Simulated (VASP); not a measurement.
# SnSe (Fm-3m) in VASP: settings compared

The runs below take SnSe through single point, with PBEsol+D3(BJ), revPBE+D4.

Everything below comes from runs of VASP 6.6.1. Logs are shortened: lines on timing, memory, paths and dates and some standing lists are left out, and cuts for length are marked.

## (1) The structure

The structure is cubic, space group Fm-3m (No. 225). The conventional cell has a = 6.020 Å, b = 6.020 Å, c = 6.020 Å, α = 90.00°, β = 90.00°, γ = 90.00°. Sn (site symmetry m-3m) has 6 Se at 3.01 Å as nearest neighbours. Se (site symmetry m-3m) has 6 Sn at 3.01 Å as nearest neighbours.

Measurements of this composition are mostly on another form, of space group No. 62.

## (2) Single point, PBEsol+D3(BJ), collinear spin, typed start

The input, INCAR:

```
SYSTEM = SnSe
PREC = Accurate ; ENCUT = 520
EDIFF = 1E-7 ; ISMEAR = -1
SIGMA = 0.025 ; LREAL = .False.
LASPH = .True. ; NELM = 150
ALGO = Normal ; ISIF = 2
LWAVE = .False. ; LCHARG = .True.
ISPIN = 2 ; MAGMOM = 0.5 0
LORBIT = 11 ; GGA = PS
IVDW = 12 ; LELF = .True.
LVHAR = .True. ; NBANDS = 21
```

The input, KPOINTS:

```
regular mesh
0
Gamma
  8 8 8
  0 0 0
```

The input, POSCAR:

```
SnSe
1.0
    0.0000000000      3.0100000000      3.0100000000
    3.0100000000      0.0000000000      3.0100000000
    3.0100000000      3.0100000000      0.0000000000
Sn Se
1 1
Direct
    0.0000000000      0.0000000000      0.0000000000
    0.5000000000      0.5000000000      0.5000000000
```

Potentials or basis: VASP PAW PBE potentials, release 64 (Sn_d, Se).

Launch:

```console
$ cat potpaw_PBE.64/Sn_d/POTCAR potpaw_PBE.64/Se/POTCAR > POTCAR
$ mpirun -np 1 vasp_std > vasp.out
```

OUTCAR:

```text
SYSTEM = SnSe
   PREC = Accurate
   ENCUT = 520
   EDIFF = 1E-7
   ISMEAR = -1
   LREAL = .False.
   LASPH = .True.
   NELM = 150
   ISIF = 2
   ISPIN = 2
   LORBIT = 11
   GGA = PS
   IVDW = 12
 IVDW          = 12

 ion  position               nearest neighbor table
   1  0.000  0.000  0.000-   2 3.01   2 3.01   2 3.01   2 3.01   2 3.01   2 3.01
   2  0.500  0.500  0.500-   1 3.01   1 3.01   1 3.01   1 3.01   1 3.01   1 3.01

  LATTYP: Found a face centered cubic cell.
 ALAT       =     6.0200000000

  Lattice vectors:

 A1 = (   0.0000000000,   3.0100000000,   3.0100000000)
 A2 = (   3.0100000000,   0.0000000000,   3.0100000000)
 A3 = (   3.0100000000,   3.0100000000,   0.0000000000)

Analysis of symmetry for initial positions (statically):
=====================================================================
 Subroutine PRICEL returns:
 Original cell was already a primitive cell.

 Routine SETGRP: Setting up the symmetry group for a
 face centered cubic supercell.

 Subroutine GETGRP returns: Found 48 space group operations
 (whereof 48 operations were pure point group operations)
 out of a pool of 48 trial point group operations.

The static configuration has the point symmetry O_h .

Analysis of symmetry for dynamics (positions and initial velocities):
=====================================================================
 Subroutine PRICEL returns:
 Original cell was already a primitive cell.

 Routine SETGRP: Setting up the symmetry group for a
 face centered cubic supercell.

 Subroutine GETGRP returns: Found 48 space group operations
 (whereof 48 operations were pure point group operations)
 out of a pool of 48 trial point group operations.

The dynamic configuration has the point symmetry O_h .

Analysis of structural, dynamic, and magnetic symmetry:
=====================================================================
 Subroutine PRICEL returns:
 Original cell was already a primitive cell.

 Routine SETGRP: Setting up the symmetry group for a
 face centered cubic supercell.

 Subroutine GETGRP returns: Found 48 space group operations
 (whereof 48 operations were pure point group operations)
 out of a pool of 48 trial point group operations.

The overall configuration has the point symmetry O_h .

 Subroutine INISYM returns: Found 48 space group operations
 (whereof 48 operations are pure point group operations),
 and found     1 'primitive' translations

----------------------------------------------------------------------------------------

                                     Primitive cell

  volume of cell :      54.5418

  direct lattice vectors                    reciprocal lattice vectors
     0.000000000  3.010000000  3.010000000    -0.166112957  0.166112957  0.166112957
     3.010000000  0.000000000  3.010000000     0.166112957 -0.166112957  0.166112957
     3.010000000  3.010000000  0.000000000     0.166112957  0.166112957 -0.166112957

  length of vectors
     4.256782823  4.256782823  4.256782823     0.287716081  0.287716081  0.287716081

  position of ions in fractional coordinates (direct lattice)
     0.000000000  0.000000000  0.000000000
     0.500000000  0.500000000  0.500000000

  ion indices of the primitive-cell ions
   primitive index   ion index
                 1           1
                 2           2

----------------------------------------------------------------------------------------

 KPOINTS: regular mesh

Automatic generation of k-mesh.
 Grid dimensions read from file:
 generate k-points for:    8    8    8

 Generating k-lattice:

  Cartesian coordinates                     Fractional coordinates (reciprocal lattice)
    -0.020764120  0.020764120  0.020764120     0.125000000  0.000000000  0.000000000
     0.020764120 -0.020764120  0.020764120     0.000000000  0.125000000  0.000000000
     0.020764120  0.020764120 -0.020764120     0.000000000  0.000000000  0.125000000

  Length of vectors
     0.035964510  0.035964510  0.035964510

  Shift w.r.t. Gamma in fractional coordinates (k-lattice)
     0.000000000  0.000000000  0.000000000

 Subroutine IBZKPT returns following result:
 ===========================================

 Found     29 irreducible k-points:

 Following reciprocal coordinates:
            Coordinates               Weight
  0.000000  0.000000  0.000000      1.000000
  0.125000  0.000000  0.000000      8.000000
  0.250000  0.000000  0.000000      8.000000
  0.375000  0.000000  0.000000      8.000000
  0.500000  0.000000  0.000000      4.000000
  0.125000  0.125000  0.000000      6.000000
[... 16 lines left out ...]
  0.500000  0.250000  0.125000     48.000000
 -0.375000  0.250000  0.125000     24.000000
 [... further k-points ...]
   k-points           NKPTS =     29   k-points in BZ     NKDIM =     29   number of bands    NBANDS=     21
   number of dos      NEDOS =    301   number of ions     NIONS =      2
   total plane-waves  NPLWV =  32768
   dimension x,y,z NGX =    32 NGY =   32 NGZ =   32
   dimension x,y,z NGXF=    64 NGYF=   64 NGZF=   64
   ions per type =               1   1
   NGX,Y,Z   is equivalent  to a cutoff of  12.50, 12.50, 12.50 a.u.
   NGXF,Y,Z  is equivalent  to a cutoff of  24.99, 24.99, 24.99 a.u.
 SYSTEM =  SnSe
   PREC   = accura    normal or accurate (medium, high low for compatibility)
   ISTART =      0    job   : 0-new  1-cont  2-samecut
   ICHARG =      2    charge: 1-file 2-atom 10-const
   ISPIN  =      2    spin polarized calculation?
   LNONCOLLINEAR =      F non collinear calculations
   LSORBIT =      F    spin-orbit coupling
   LASPH  =      T    aspherical Exc in radial PAW
   ENCUT  =  520.0 eV  38.22 Ry    6.18 a.u.   7.91  7.91  7.91*2*pi/ulx,y,z
   NELM   =    150;   NELMIN=  2; NELMDL= -5     # of ELM steps
   EDIFF  = 0.1E-06   stopping-criterion for ELM
   LREAL  =      F    real-space projection
   EDIFFG = 0.1E-05   stopping-criterion for IOM
   NSW    =      0    number of steps for IOM
   IBRION =     -1    ionic relax: 0-MD 1-quasi-New 2-CG
   NFREE  =      0    steps in history (QN), initial steepest desc. (CG)
   ISIF   =      2    stress and relaxation
   ISYM   =      2    0-nonsym 1-usesym 2-fastsym
   POTIM  = 0.5000    time-step for ionic-motion
   TEBEG  =    0.0;   TEEND  =   0.0 temperature during run
   PSTRESS=    0.0 pullay stress
   NELECT =      20.0000    total number of electrons
   NUPDOWN=      -1.0000    fix difference up-down
   EMIN   =  10.00;   EMAX   =-10.00  energy-range for DOS
   EFERMI =   0.00;   METHOD = LEGACY
   ISMEAR =    -1;   SIGMA  =   0.03  broadening in eV -4-tet -1-fermi 0-gaus
   EFERMI_NEDOS =   21; number of points for ismear=-14 and -15
   IALGO  =     38    algorithm
   IMIX   =      4    mixing-type and parameters
     AMIX     =   0.40;   BMIX     =  1.00
     AMIX_MAG =   1.60;   BMIX_MAG =  1.00
  volume/ion in A,a.u.               =      27.27       184.03
  Fermi-wavevector in a.u.,A,eV,Ry     =   1.171768  2.214321 18.681350  1.373040
  Thomas-Fermi vector in A             =   2.308207
   LORBIT       =     11    0 simple, 1 ext, 2 COOP (PROOUT), +10 PAW based schemes
   GGA     = PS    functional components
   LHFCALC =     F    Hartree Fock is set to
   AEXX    =    0.0000 exact exchange contribution
   IVDW    =    12    specifies the selected vdW correction
   LEPSILON=     F    determine dielectric tensor
   LRPA    =     F    only Hartree local field effects (RPA)
 spin polarized calculation
  energy-cutoff  :      520.00
  volume of cell :       54.54
 maximum number of plane-waves:      1480
   NGX = 15   NGY = 15   NGZ = 15

 number of electron      20.0000005 magnetization      -0.0000484

 number of electron      20.0000005 magnetization       0.0000467

 Free energy of the ion-electron system (eV)
  ---------------------------------------------------
  ext. energy  EPLUGINS =         0.00000000
  ---------------------------------------------------
  free energy    TOTEN  =        -8.97391035 eV

  energy without entropy =       -8.97391031  energy(sigma->0) =       -8.97391033

 E-fermi :   5.6745     XC(G=0):  -9.7765

 val. band max:        5.3562564631   @ k =   0.5000   0.0000   0.0000
 cond. band min:       6.0070222742   @ k =   0.5000   0.0000   0.0000
 fundamental gap:      0.6507658111
 Fermi energy:         5.6745079027

 spin component 1

 k-point     1 :       0.0000    0.0000    0.0000
  band No.  band energies     occupation
      1     -16.0439      1.00000
      2     -16.0439      1.00000
      3     -16.0439      1.00000
      4     -16.0432      1.00000
      5     -16.0432      1.00000
      6      -8.4368      1.00000
[... 13 lines left out ...]
     20      14.5536      0.00000
     21      26.1497      0.00000
[... 529 lines left out ...]
 k-point    24 :      -0.3750    0.2500    0.1250
  band No.  band energies     occupation
      1     -16.0569      1.00000
      2     -16.0466      1.00000
      3     -16.0387      1.00000
      4     -16.0349      1.00000
      5     -16.0296      1.00000
      6      -7.3490      1.00000
[... 13 lines left out ...]
     20      20.0656      0.00000
     21      20.6447      0.00000

 [... further k-points ...]

 spin component 2

 k-point     1 :       0.0000    0.0000    0.0000
  band No.  band energies     occupation
      1     -16.0438      1.00000
      2     -16.0438      1.00000
      3     -16.0438      1.00000
      4     -16.0431      1.00000
      5     -16.0431      1.00000
      6      -8.4367      1.00000
[... 13 lines left out ...]
     20      14.5536      0.00000
     21      26.1497      0.00000
[... 529 lines left out ...]
 k-point    24 :      -0.3750    0.2500    0.1250
  band No.  band energies     occupation
      1     -16.0568      1.00000
      2     -16.0465      1.00000
      3     -16.0386      1.00000
      4     -16.0348      1.00000
      5     -16.0295      1.00000
      6      -7.3489      1.00000
[... 13 lines left out ...]
     20      20.0656      0.00000
     21      20.6448      0.00000

 [... further k-points ...]

------------------------ aborting loop because EDIFF is reached ----------------------------------------

 Edisp (eV)   -0.65886

 E8    (eV) :    -0.4426

  FORCE on cell =-STRESS in cart. coord.  units (eV):
  Direction    XX          YY          ZZ          XY          YZ          ZX
  --------------------------------------------------------------------------------------
  -------------------------------------------------------------------------------------
  Total      -1.31967    -1.31967    -1.31967    -0.00000     0.00000    -0.00000
  in kB     -38.76559   -38.76559   -38.76559    -0.00000     0.00000    -0.00000
  external pressure =      -38.77 kB  Pullay stress =        0.00 kB

 VOLUME and BASIS-vectors are now :
 -----------------------------------------------------------------------------
  energy-cutoff  :      520.00
  volume of cell :       54.54
      direct lattice vectors                 reciprocal lattice vectors
     0.000000000  3.010000000  3.010000000    -0.166112957  0.166112957  0.166112957
     3.010000000  0.000000000  3.010000000     0.166112957 -0.166112957  0.166112957
     3.010000000  3.010000000  0.000000000     0.166112957  0.166112957 -0.166112957

 POSITION                                       TOTAL-FORCE (eV/Angst)
 -----------------------------------------------------------------------------------
      0.00000      0.00000      0.00000         0.000000     -0.000000      0.000000
      3.01000      3.01000      3.01000        -0.000000      0.000000     -0.000000
 -----------------------------------------------------------------------------------
    total drift:                                0.000000     -0.000000     -0.000000

  FREE ENERGIE OF THE ION-ELECTRON SYSTEM (eV)
  ---------------------------------------------------
  free  energy   TOTEN  =        -9.6327707371 eV

  energy  without entropy=       -9.6327707031  energy(sigma->0) =       -9.63277072

 total charge

# of ion       s       p       d       tot
------------------------------------------
    1        1.380   0.672   9.990  12.042
    2        1.480   2.275   0.026   3.781
--------------------------------------------------
tot          2.860   2.947  10.016  15.822

 magnetization (x)

# of ion       s       p       d       tot
------------------------------------------
    1        0.000   0.000   0.000   0.000
    2        0.000   0.000  -0.000   0.000
--------------------------------------------------
tot          0.000   0.000   0.000   0.000
```

It took 61 s on 1 thread of Intel Xeon Platinum 8259CL at 2.50GHz (Skylake/Cascade Lake), shared host; peak memory 0.24 GiB.

Results:

* Free energy: -9.6328 eV
* Pressure: -3.9 GPa
* Band gap on the k mesh: 0.65 eV, direct
* Net moment: 0.00 μB per cell
* Valence electrons inside the program's atomic spheres: Sn 12.04; Se 3.78
* Dispersion energy per atom: -0.329 eV

Levels at points of the mesh, in eV from the valence-band top:
Spin up:
| k point | band 7 | band 8 | band 9 | band 10 | band 11 | band 12 | band 13 | band 14 |
| --- | --- | --- | --- | --- | --- | --- | --- | --- |
| (0.00, 0.00, 0.00) | -5.02 | -2.10 | -2.10 | -2.10 | 4.37 | 4.37 | 4.37 | 5.89 |
| (0.50, 0.00, 0.00) | -7.99 | -1.85 | -1.85 | 0.00 | 0.65 | 1.30 | 1.30 | 8.21 |
| (0.50, 0.50, 0.00) | -5.95 | -5.42 | -3.56 | -3.56 | 3.01 | 5.41 | 5.41 | 6.02 |
Spin down:
| k point | band 6 | band 7 | band 8 | band 9 | band 10 | band 11 | band 12 | band 13 | band 14 | band 15 |
| --- | --- | --- | --- | --- | --- | --- | --- | --- | --- | --- |
| (0.00, 0.00, 0.00) | -13.79 | -5.02 | -2.10 | -2.10 | -2.10 | 4.37 | 4.37 | 4.37 | 5.89 | 5.89 |
| (0.50, 0.00, 0.00) | -12.85 | -7.99 | -1.85 | -1.85 | 0.00 | 0.65 | 1.30 | 1.30 | 8.21 | 10.13 |
| (0.50, 0.50, 0.00) | -12.57 | -5.95 | -5.42 | -3.56 | -3.56 | 3.01 | 5.41 | 5.41 | 6.02 | 10.54 |

Caveat: the PAW data sets were made with another functional, which shifts forces and pressure a little; spin-orbit coupling is left out, which moves the levels of the heavy elements.

## (3) Single point, revPBE+D4

This run uses another cell than the first one, of 26.39 Å³/atom, 0.968 times its volume.

The input, INCAR:

```
SYSTEM = SnSe
PREC = Accurate
ENCUT = 520
EDIFF = 1E-7
ISMEAR = -1
SIGMA = 0.05
LREAL = .FALSE.
LASPH = .TRUE.
NELM = 100
ALGO = Normal
ISIF = 2
LWAVE = .FALSE.
LCHARG = .TRUE.
GGA = RE
IVDW = 13
LELF = .TRUE.
LVHAR = .TRUE.
NBANDS = 17
```

The input, KPOINTS:

```
Automatic mesh
0
G
  8 8 8
  0 0 0
```

The input, POSCAR:

```
SnSe
1.0
    0.0000000000      2.9774089473      2.9774089473
    2.9774089473      0.0000000000      2.9774089473
    2.9774089473      2.9774089473      0.0000000000
Sn Se
1 1
Direct
    0.0000000000      0.0000000000      0.0000000000
    0.5000000000      0.5000000000      0.5000000000
```

Potentials or basis: VASP PAW PBE potentials, release 64 (Sn_d, Se).

Launch:

```console
$ cat potpaw_PBE.64/Sn_d/POTCAR potpaw_PBE.64/Se/POTCAR > POTCAR
$ mpirun -np 1 vasp_std > vasp.out
```

Wall time 16 s (1 thread of Intel Xeon Platinum 8488C (Sapphire Rapids), shared host); peak memory 0.18 GiB.

It converged, with:

| Item | Value |
| --- | --- |
| Free energy | -8.8742 eV |
| Pressure | 0.0 GPa |
| Band gap on the k mesh | 0.70 eV, direct |
| Dispersion energy per atom | -0.652 eV |

Levels at points of the mesh, in eV from the valence-band top:
| k point | band 6 | band 7 | band 8 | band 9 | band 10 | band 11 | band 12 | band 13 | band 14 | band 15 |
| --- | --- | --- | --- | --- | --- | --- | --- | --- | --- | --- |
| (0.00, 0.00, 0.00) | -14.10 | -4.93 | -2.31 | -2.31 | -2.31 | 4.45 | 4.45 | 4.45 | 5.81 | 5.81 |
| (0.50, 0.00, 0.00) | -13.10 | -8.22 | -2.06 | -2.06 | 0.00 | 0.70 | 1.23 | 1.23 | 8.38 | 10.22 |
| (0.50, 0.50, 0.00) | -12.79 | -5.99 | -5.71 | -3.82 | -3.82 | 2.93 | 5.54 | 5.54 | 6.20 | 10.50 |

Caveat: the PAW data sets were made with another functional, which shifts forces and pressure a little; spin-orbit coupling is left out, which moves the levels of the heavy elements.
